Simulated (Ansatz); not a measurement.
# GaN (Fm-3m) in Ansatz: further runs

The runs below take GaN through single point, with PBE.

All numbers are computed with Ansatz 0.2.0; they aren't measurements. Logs are shortened: lines on timing, memory, paths and dates and some standing lists are left out, and cuts for length are marked.

## 1. The crystal as given

It takes space group Fm-3m (No. 225, cubic). Conventional cell: a = 4.270 Å, b = 4.270 Å, c = 4.270 Å, α = 90.00°, β = 90.00°, γ = 90.00°. Ga (site symmetry m-3m) is surrounded by 6 N at 2.14 Å. Around N (site symmetry m-3m) lie 6 Ga at 2.14 Å.

Measurements of this composition are mostly on another form, of space group No. 186.

## 2. Single point, PBE, 9.15 Å³/atom (volume scaled by 0.94)

The input, input.yaml:

```yaml
crystal:
  lattice:
    - [0.0, 2.0916465448, 2.0916465448]
    - [2.0916465448, 0.0, 2.0916465448]
    - [2.0916465448, 2.0916465448, 0.0]
  atoms:
    - { symbol: Ga, position: [0.0, 0.0, 0.0] }
    - { symbol: "N", position: [0.5, 0.5, 0.5] }
kpoints:
  mp_grid: { grid: [11, 11, 11] }
scf:
  occupations: { method: fermi_dirac, width: 0.05 }
hamiltonian:
  xc: pbe
  pseudopotentials: { kind: all_electron, lapw: { basis_error: 0.0005 } }
output:
  forces: true
  stress: true
  eigenvalues: true
```

Potentials or basis: all-electron LAPW, scalar-relativistic.

On the command line:

```sh
ansatz run input.yaml --threads 1 --pin off --max-ram 3072MiB --backend cpu --events-out ev --progress --plain --runs-dir out
```

Output:

```text
Warning: RAYON_NUM_THREADS=1 ignored (pool sized by the plan → 1); use --threads N
LAPW: plane waves up to 10.148 Å⁻¹, error target 5.0e-4 eV per atom; small_component_spin mean_spin; N in spheres of 0.928 Å, 7 of its electrons in bands, Dirac shells []; Ga in spheres of 1.163 Å, 21 of its electrons in bands, Dirac shells [] (how accurate: hamiltonian.pseudopotentials.lapw.basis_error, Limitations)
Engine: ansatz 0.2.0, x86_64-unknown-linux-gnu
Pseudopotentials: kind: all_electron
Pseudopotential: Ga, LAPW, valence charge 21, lapw/all_electron/scalar/gaussian/Ga, Koelling and Harmon's equation, gaussian nucleus
Pseudopotential: N, LAPW, valence charge 7, lapw/all_electron/scalar/gaussian/N, Koelling and Harmon's equation, gaussian nucleus
Functional definition: PBE
  parameter kappa = 0.804
  parameter beta = 0.06672455060314922
  exchange = pbe_x(kappa = kappa, mu = beta*pi^2/3)
  correlation = pbe_c(beta = beta)
Crystal: 2 atoms, lattice volume = 18.302 Å³
Basis set: ecut = 392.3696161322882 eV, 331 PW (Γ), exchange–correlation at level 2
Bands: 18, of which v1, the nominal top of the filled ones, is band 14 counted from 1 (13 counted from 0)
Symmetry: 48 space group operations
Space group: Fm-3m (ITA 225), of the structure as read, at distance tolerance 2.6e-5 Å
k-points: 56 of 1331
Non-local potential: Ga, projectors of the file, none
Non-local potential: N, projectors of the file, none
Initial density: superposition of atomic densities (chi_scale 0.1, normalization cell, long waves kept (reshape's long-wave potential 0.00 eV rms))
Initial wavefunctions: plane waves of lowest kinetic energy (no species holds an atomic orbital)
Functional: x = pbe(κ = 0.804, μ = 0.2195149727645171), c = pbe(β = 0.06672455060314922)
iter 1 solved again at ethr=1.42e-2 eV; its pass at ethr=1.00e-1 eV (dr2=3.99e0 eV) is discarded
SCF iter   1: F=—  HF=-54391.716017 eV  |F-HF|=—  |Δ(HF+E_count)|=         —  Δρ=1.39e-1  dr2=3.99e0  ethr=1.42e-2  ⟨swp⟩=2.0  Hψ=6496  notcnv=0
preconditioner: auto → none  [insulator: Δε(μ)=3.483 eV  Ē_g=18.812 eV  σ=0.050 eV  W_gap=1.00  n_scr=8 (ndim 8)  ℏωp=36.8 eV  f_vac=0.000  D(μ)=0.00/eV (n_scr^D=0)  ε∞_Penn≈4.8]
iter 2 solved again at ethr=9.44e-4 eV; its pass at ethr=1.42e-2 eV (dr2=2.64e-1 eV) is discarded
SCF iter   2: F=—  HF=-54390.227375 eV  |F-HF|=—  |Δ(HF+E_count)|=    1.49e0  Δρ=4.26e-2  dr2=2.65e-1  ethr=9.44e-4  ⟨swp⟩=2.0  Hψ=5314  notcnv=0
SCF iter   3: F=—  HF=-54389.876165 eV  |F-HF|=—  |Δ(HF+E_count)|=   3.51e-1  Δρ=1.41e-2  dr2=3.25e-2  ethr=9.44e-4  ⟨swp⟩=3.0  Hψ=3221  notcnv=0
SCF iter   4: F=—  HF=-54389.873077 eV  |F-HF|=—  |Δ(HF+E_count)|=         —  Δρ=3.50e-3  dr2=1.92e-3  ethr=1.16e-4  ⟨swp⟩=2.0  Hψ=3023  notcnv=0
the basis was enlarged: its passes take 171.3 KiB over the memory plan, 1 of 1 planned eigensolver slots
SCF iter   5: F=—  HF=-54389.870907 eV  |F-HF|=—  |Δ(HF+E_count)|=   2.17e-3  Δρ=4.82e-4  dr2=3.15e-5  ethr=6.86e-6  ⟨swp⟩=2.0  Hψ=2815  notcnv=0
SCF iter   6: F=—  HF=-54389.870885 eV  |F-HF|=—  |Δ(HF+E_count)|=   2.26e-5  Δρ=2.61e-4  dr2=8.82e-6  ethr=1.13e-7  ⟨swp⟩=2.0  Hψ=2817  notcnv=0
SCF iter   7: F=—  HF=-54389.870883 eV  |F-HF|=—  |Δ(HF+E_count)|=   1.91e-6  Δρ=4.86e-5  dr2=3.40e-7  ethr=3.15e-8  ⟨swp⟩=2.0  Hψ=2815  notcnv=0
SCF iter   8: F=-54389.870883 eV  HF=-54389.870883 eV  |F-HF|=8.44e-10  |Δ(HF+E_count)|=   5.48e-8  Δρ=4.62e-6  dr2=3.26e-9  ethr=1.21e-9  ⟨swp⟩=2.0  Hψ=2815  notcnv=0
SCF 1 converged in 8 iterations: F = -54389.870883 eV  dr2 = 3.26e-9
SCF converged after 8 iterations
Free energy (F): -54389.870883 eV
Harris-Foulkes:  -54389.870883 eV  (|F-HF|=8.44e-10)
Internal energy: -54389.870881 eV  (E = F + TS)
E sigma→0 (E₀):  -54389.870882 eV
Entropy (-TS):   -0.000002 eV (-0.001 meV/atom)
Fermi energy:    16.452073 eV
--- Per-component energies (eV) ---
  E_band       = -1341.633761
  E_kinetic    = 55430.335012
  E_xc         = -2250.186122
  E_electrostatic = -107570.019772  (all electrons and nuclei)
  E_smearing   = -0.000002  (= −TS)
  E_closure    = 0.000000  (closes the sum)
  E_atoms      = -54378.687074  (free atoms, spherical and without spin; not in F)
  Σ components = -54389.870883   (vs F -54389.870883, Δ=0.00e0)
  Basis errors (estimates in eV, not in F): energy 1.9e-4 per atom: plane waves 1.7e-4 (9.3e-5 summed), levels above the bands 3.3e-115, relativity 1.4e-8, radial functions 1.8e-5, core shells 1.9e-11; eigenvalues (radial functions only) 1.1e-5; not estimated: angular momenta, meshes, grids; target (lapw.basis_error) 5.0e-4; muffin-tin radii N 0.928 Å, Ga 1.163 Å
--- Forces (eV/Å), atoms counted from 1 ---
  atom   1  Ga    -0.00000000     0.00000000    -0.00000000
  atom   2  N      0.00000000    -0.00000000    -0.00000000
  max |Σ_I F_I| component: 1.73e-30 eV/Å
--- Stress (GPa, compression-positive) ---
       14.559889      -0.000000       0.000000
       -0.000000      14.559889      -0.000000
        0.000000      -0.000000      14.559889
  P = ⅓ Tr σ = 14.5599 GPa (145.599 kbar)
--- Band table (eV; the first three rows and the last of 56) ---
  k-point 0: bands = ["-359.2663", "-126.8521", "-77.5985", "-77.5985", "-77.5985", "-1.6724", "1.8735", "1.8735", "1.8735", "1.9771", "1.9771", "15.3912", "15.3912", "15.3912", "18.5451", "30.7180", "30.7180", "30.7180"]
  k-point 1: bands = ["-359.2663", "-126.8521", "-77.5989", "-77.5986", "-77.5986", "-1.5061", "1.8662", "1.8826", "1.8826", "1.9649", "1.9649", "14.4033", "15.4116", "15.4116", "19.3436", "28.6019", "30.2080", "30.2080"]
  k-point 2: bands = ["-359.2663", "-126.8520", "-77.5998", "-77.5988", "-77.5988", "-1.0209", "1.8465", "1.8683", "1.8683", "1.9714", "1.9714", "12.5686", "15.4732", "15.4732", "20.5304", "26.6411", "28.6730", "28.6730"]
  k-point 55: bands = ["-359.2663", "-126.8517", "-77.6016", "-77.6014", "-77.6002", "0.3667", "1.8327", "1.8992", "1.9103", "2.1687", "4.6272", "10.2004", "10.2010", "11.9633", "21.1682", "25.5207", "26.7245", "26.9326"]
```

Wall time 5.1 s (1 thread of Intel Xeon 6975P-C (Granite Rapids), shared host); peak memory 0.37 GiB.

Results:

| Quantity | Value |
| --- | --- |
| Free energy | -54389.8709 eV |
| Pressure | 14.6 GPa |
| Band gap on the k mesh | 0.94 eV, indirect (least direct gap 3.15 eV) |

Caveat: an odd mesh through Γ misses points on the zone boundary, where band edges often lie.

## 3. Single point, PBE, 9.35 Å³/atom (volume scaled by 0.96)

input.yaml, as its differences from that of step 2:

```diff
@@ -2,5 +2,5 @@
   lattice:
-    - [0.0, 2.0916465448, 2.0916465448]
-    - [2.0916465448, 0.0, 2.0916465448]
-    - [2.0916465448, 2.0916465448, 0.0]
+    - [0.0, 2.1063769354, 2.1063769354]
+    - [2.1063769354, 0.0, 2.1063769354]
+    - [2.1063769354, 2.1063769354, 0.0]
   atoms:
```

Potentials or basis: all-electron LAPW, scalar-relativistic.

On the command line:

```sh
ansatz run input.yaml --threads 1 --pin off --max-ram 3072MiB --backend cpu --events-out ev --progress --plain --runs-dir out
```

It took 5.6 s on 1 thread of Intel Xeon 6975P-C (Granite Rapids), shared host; peak memory 0.37 GiB.

It converged, with:

```yaml
Free_energy: -54389.8994 eV
Pressure: 9.0 GPa
Band_gap_on_the_k_mesh: 0.81 eV, indirect (least direct gap 2.88 eV)
```

Caveat: an odd mesh through Γ misses points on the zone boundary, where band edges often lie.

## 4. Single point, PBE, 9.54 Å³/atom (volume scaled by 0.98)

input.yaml, as its differences from that of step 3:

```diff
@@ -2,5 +2,5 @@
   lattice:
-    - [0.0, 2.1063769354, 2.1063769354]
-    - [2.1063769354, 0.0, 2.1063769354]
-    - [2.1063769354, 2.1063769354, 0.0]
+    - [0.0, 2.120904132, 2.120904132]
+    - [2.120904132, 0.0, 2.120904132]
+    - [2.120904132, 2.120904132, 0.0]
   atoms:
```

On the command line:

```sh
ansatz run input.yaml --threads 1 --pin off --max-ram 3072MiB --backend cpu --events-out ev --progress --plain --runs-dir out
```

Wall time 5.3 s (1 thread of Intel Xeon 6975P-C (Granite Rapids), shared host); peak memory 0.37 GiB.

It converged, with:

```yaml
Free_energy: -54389.9153 eV
Pressure: 4.1 GPa
Band_gap_on_the_k_mesh: 0.68 eV, indirect (least direct gap 2.62 eV)
```

Caveat: an odd mesh through Γ misses points on the zone boundary, where band edges often lie.

## 5. Single point, PBE, 9.74 Å³/atom

input.yaml, as its differences from that of step 4:

```diff
@@ -2,5 +2,5 @@
   lattice:
-    - [0.0, 2.120904132, 2.120904132]
-    - [2.120904132, 0.0, 2.120904132]
-    - [2.120904132, 2.120904132, 0.0]
+    - [0.0, 2.135235, 2.135235]
+    - [2.135235, 0.0, 2.135235]
+    - [2.135235, 2.135235, 0.0]
   atoms:
```

On the command line:

```sh
ansatz run input.yaml --threads 1 --pin off --max-ram 3072MiB --backend cpu --events-out ev --progress --plain --runs-dir out
```

Run time: 5.2 s. Hardware: 1 thread of Intel Xeon 6975P-C (Granite Rapids), shared host; peak memory 0.37 GiB.

Results (log left out):

| Item | Value |
| --- | --- |
| Free energy | -54389.9198 eV |
| Pressure | -0.3 GPa |
| Band gap on the k mesh | 0.55 eV, indirect (least direct gap 2.38 eV) |

Caveat: an odd mesh through Γ misses points on the zone boundary, where band edges often lie.

## 6. Single point, PBE, 9.93 Å³/atom (volume scaled by 1.02)

input.yaml, as its differences from that of step 5:

```diff
@@ -2,5 +2,5 @@
   lattice:
-    - [0.0, 2.135235, 2.135235]
-    - [2.135235, 0.0, 2.135235]
-    - [2.135235, 2.135235, 0.0]
+    - [0.0, 2.1493760412, 2.1493760412]
+    - [2.1493760412, 0.0, 2.1493760412]
+    - [2.1493760412, 2.1493760412, 0.0]
   atoms:
```

Potentials or basis: all-electron LAPW, scalar-relativistic.

On the command line:

```sh
ansatz run input.yaml --threads 1 --pin off --max-ram 3072MiB --backend cpu --events-out ev --progress --plain --runs-dir out
```

It took 5.2 s on 1 thread of Intel Xeon 6975P-C (Granite Rapids), shared host; peak memory 0.34 GiB.

Results (log left out):

| Item | Value |
| --- | --- |
| Free energy | -54389.9142 eV |
| Pressure | -4.2 GPa |
| Band gap on the k mesh | 0.43 eV, indirect (least direct gap 2.14 eV) |

Caveat: an odd mesh through Γ misses points on the zone boundary, where band edges often lie.

## 7. Single point, PBE, 10.12 Å³/atom (volume scaled by 1.04)

input.yaml, as its differences from that of step 6:

```diff
@@ -2,5 +2,5 @@
   lattice:
-    - [0.0, 2.1493760412, 2.1493760412]
-    - [2.1493760412, 0.0, 2.1493760412]
-    - [2.1493760412, 2.1493760412, 0.0]
+    - [0.0, 2.1633334196, 2.1633334196]
+    - [2.1633334196, 0.0, 2.1633334196]
+    - [2.1633334196, 2.1633334196, 0.0]
   atoms:
```

On the command line:

```sh
ansatz run input.yaml --threads 1 --pin off --max-ram 3072MiB --backend cpu --events-out ev --progress --plain --runs-dir out
```

Wall time 5.2 s (1 thread of Intel Xeon 6975P-C (Granite Rapids), shared host); peak memory 0.36 GiB.

It converged, with:

* Free energy: -54389.8995 eV
* Pressure: -7.7 GPa
* Band gap on the k mesh: 0.32 eV, indirect (least direct gap 1.91 eV)

Caveat: an odd mesh through Γ misses points on the zone boundary, where band edges often lie.

## 8. Single point, PBE, 10.32 Å³/atom (volume scaled by 1.06)

input.yaml, as its differences from that of step 7:

```diff
@@ -2,5 +2,5 @@
   lattice:
-    - [0.0, 2.1633334196, 2.1633334196]
-    - [2.1633334196, 0.0, 2.1633334196]
-    - [2.1633334196, 2.1633334196, 0.0]
+    - [0.0, 2.1771129849, 2.1771129849]
+    - [2.1771129849, 0.0, 2.1771129849]
+    - [2.1771129849, 2.1771129849, 0.0]
   atoms:
```

On the command line:

```sh
ansatz run input.yaml --threads 1 --pin off --max-ram 3072MiB --backend cpu --events-out ev --progress --plain --runs-dir out
```

Wall time 5.1 s (1 thread of Intel Xeon 6975P-C (Granite Rapids), shared host); peak memory 0.35 GiB.

It converged, with:

* Free energy: -54389.8769 eV
* Pressure: -10.8 GPa
* Band gap on the k mesh: 0.21 eV, indirect (least direct gap 1.70 eV)

Caveat: an odd mesh through Γ misses points on the zone boundary, where band edges often lie.
